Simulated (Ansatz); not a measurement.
How CdS answers to pressure

```xyz
4
Lattice="4.1348 0.0000 0.0000 -2.0674 3.5808 0.0000 0.0000 0.0000 6.7490" Properties=species:S:1:pos:R:3 pbc="T T T"
Cd    0.0000    2.3872    0.0000
Cd    2.0674    1.1936    3.3745
S     0.0000    2.3872    2.5984
S     2.0674    1.1936    5.9729
```

The cell is COD entry 9008862, as deposited and not checked against the literature; nothing was relaxed. It differs from other determinations.

The calculation used Ansatz 0.2.0, DFT, PBE, all-electron LAPW, scalar-relativistic.

Sampling and basis: a Γ-centred 7×7×4 k mesh, Fermi–Dirac smearing of 0.01 eV, basis error target 1 meV/atom, no spin polarisation.

The cell is scaled evenly with fractional coordinates held. Semilocal gaps are too small, but their slopes carry over better.

| V/V(cell) | P (GPa) | gap on the k mesh (eV) |
| --- | --- | --- |
| 0.9600 | 5.44 | 1.316 |
| 0.9800 | 3.92 | 1.271 |
| 0.9900 | 3.22 | 1.249 |
| 1.0000 | 2.56 | 1.226 |
| 1.0100 | 1.93 | 1.204 |
| 1.0200 | 1.34 | 1.182 |
| 1.0400 | 0.24 | 1.137 |
| 1.0600 | -0.75 | 1.093 |

**Question.** From the rows at 0.9900 and 1.0100, what is the bulk modulus at the cell's volume?

**Answer.** B = −ΔP/Δln V = −[(1.93) − (3.22)]/0.02000 = 64.5 GPa. This is the modulus at 2.56 GPa, not at zero pressure.

**Question.** What are the gap's volume deformation potential and pressure coefficient?

**Answer.** dEg/dln V = (1.204 − 1.249)/0.02000 = -2.25 eV, and dEg/dP = −(dEg/dln V)/B = 35 meV/GPa: pressure widens the gap.

**Question.** Predict the row at V/V(cell) = 0.9400. How far is a linear estimate of P off?

**Answer.** P = 7.13 GPa, gap 1.362 eV. The linear estimate P(cell) − B ln(V/V(cell)) = 6.55 GPa misses by 0.58 GPa, since the modulus grows under compression.
